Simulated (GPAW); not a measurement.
Runs of GPAW 26.7.0 on MnS. Symmetry: F-43m, No. 216, cubic system. The conventional cell has a = 4.947 Å, b = 4.947 Å, c = 4.947 Å, α = 90.00°, β = 90.00°, γ = 90.00°. Mn (site symmetry -43m) is surrounded by 4 S at 2.14 Å. S (site symmetry -43m) has 4 Mn at 2.14 Å as nearest neighbours. The cell is a database's computed one.

| level | U | pressure (GPa) | moment (μB) |
| --- | --- | --- | --- |
| PBEsol+U | Mn d U = 8 eV | 68.7 | 4.92 |
| PBEsol | - | -2.3 | 0.22 |
| PBEsol+U | Mn d U = 4 eV | 49.9 | 4.43 |
| PBEsol+U | Mn d U = 3 eV | 43.8 | 4.24 |
| PBEsol+U | Mn d U = 6 eV | 61.5 | 4.77 |
| PBEsol+U | Mn d U = 1 eV | 21.1 | (a) |
| PBEsol+U | Mn d U = 2 eV | 36.3 | 3.94 |

Alike in all rows: task band structure; potentials or basis PAW data sets generated in the run's folder for this functional, pw; spin collinear, ferromagnetic start; cell as given; k mesh 9 × 9 × 9; cutoff (eV) 600; smearing fermi-dirac 0.05 eV.

Question: Estimate the missing entries.

Answer: (a) 3.06.

Caveats: a cell with one magnetic atom can't hold antiferromagnetic order, which such compounds often take (some runs); a pressure of tens of GPa on the cell as given is suspect, and the run, the potentials or the cell itself is likely at fault (some runs); the moment fell far below its start of 4 μB, so a state of higher moment may lie lower in energy (some runs).
